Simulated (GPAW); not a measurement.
A run of GPAW 26.7.0 is set up as follows.

Contents of run.py:

```python
from ase.dft.bandgap import bandgap
from ase.io import read, write
from ase.units import GPa
from gpaw import GPAW, PW

atoms = read('POSCAR')

calc = GPAW(mode=PW(600),
            xc='RPBE',
            kpts={'size': (8, 8, 8), 'gamma': True},
            occupations={'name': 'fermi-dirac', 'width': 0.05},
            nbands=11,
            convergence={'density': 1e-05, 'energy': 1e-05},
            maxiter=150,
            txt='gpaw.txt')
atoms.calc = calc
energy = atoms.get_potential_energy()
forces = atoms.get_forces()
stress = atoms.get_stress()
calc.write('gs.gpw')
write('result.traj', atoms)
print(f'Energy: {energy:.6f} eV')
print('Forces (eV/A):')
print(forces.round(4))
print('Stress (GPa):', (stress / GPa).round(3))
print('Fermi level:', round(calc.get_fermi_level(), 4), 'eV')
print(f'Gap: {bandgap(calc)[0]:.4f} eV, direct: {bandgap(calc, direct=True)[0]:.4f} eV')

path = atoms.cell.bandpath('GXWKGLUWLK,UX', npoints=100, eps=1e-4)
bs_calc = calc.fixed_density(kpts=path, symmetry='off', nbands=21,
                             convergence={'bands': 'CBM+6.0', 'eigenstates': 1e-6}, txt='bands.txt')
bs = bs_calc.band_structure()
bs.write('bs.json')
print(f'Gap on the path: {bandgap(bs_calc)[0]:.4f} eV')
```

Contents of POSCAR:

```
GaAs
1.0
    0.0000000000      2.8268500000      2.8268500000
    2.8268500000      0.0000000000      2.8268500000
    2.8268500000      2.8268500000      0.0000000000
As Ga
1 1
Direct
    0.7500000000      0.7500000000      0.7500000000
    0.0000000000      0.0000000000      0.0000000000
```

Potentials or basis: the program's PAW data sets (release 1.2.1) made for this functional, pw.

Command:

```sh
$ OMP_NUM_THREADS=1 python run.py
```

Task: Predict the pressure.

Result: 6.3 GPa.

Task: Estimate the band gap along the path.

Result: 0.71 eV, direct.

Levels at the corners of the path, in eV from the valence-band top:
| point | band 1 | band 2 | band 3 | band 4 | band 5 | band 6 | band 7 | band 8 |
| --- | --- | --- | --- | --- | --- | --- | --- | --- |
| Γ | -12.66 | 0.00 | 0.00 | 0.00 | 0.71 | 3.80 | 3.80 | 3.80 |
| X | -10.31 | -6.75 | -2.65 | -2.65 | 1.57 | 1.76 | 10.27 | 10.27 |
| W | -10.26 | -6.55 | -3.52 | -3.30 | 4.71 | 4.82 | 5.53 | 6.16 |
| K | -10.35 | -6.55 | -3.83 | -2.24 | 2.07 | 4.74 | 8.09 | 8.14 |
| Γ | -12.66 | 0.00 | 0.00 | 0.00 | 0.71 | 3.80 | 3.80 | 3.80 |
| L | -11.03 | -6.56 | -1.13 | -1.13 | 1.14 | 4.70 | 4.70 | 7.95 |
| U | -10.35 | -6.55 | -3.83 | -2.24 | 2.07 | 4.74 | 8.09 | 8.14 |
| W | -10.26 | -6.55 | -3.52 | -3.30 | 4.71 | 4.82 | 5.53 | 6.16 |
| L | -11.03 | -6.56 | -1.13 | -1.13 | 1.14 | 4.70 | 4.70 | 7.95 |
| K | -10.35 | -6.55 | -3.83 | -2.24 | 2.07 | 4.74 | 8.09 | 8.14 |
| U | -10.35 | -6.55 | -3.83 | -2.24 | 2.07 | 4.74 | 8.09 | 8.14 |
| X | -10.31 | -6.75 | -2.65 | -2.65 | 1.57 | 1.76 | 10.27 | 10.27 |

**Experimental background.**

“Evidence of valence band perturbations in GaAsN/GaAs(001): A combined variable-angle spectroscopic ellipsometry and modulated photoreflectance investigation”, 2008, arxiv:0805.2212 reports, for a bulk crystal of GaAs at 300 K: band gap 1.418 ± 0.005 eV (direct).

A measured gap of GaAs is 1.418 eV (direct; 300 K; “Evidence of valence band perturbations in GaAsN/GaAs(001): A combined variable-angle spectroscopic ellipsometry and modulated photoreflectance investigation”, 2008, arxiv:0805.2212); the calculated 0.71 eV misses it by -0.71 eV. 3 values of this kind are on record (1.412 to 1.51 eV); this one was drawn at random among those near their median, those with a stated uncertainty first. Spin-orbit coupling on As, Ga is left out. The value is that of RPBE, without temperature or zero-point motion. Semilocal functionals fall short of measured gaps as a rule.
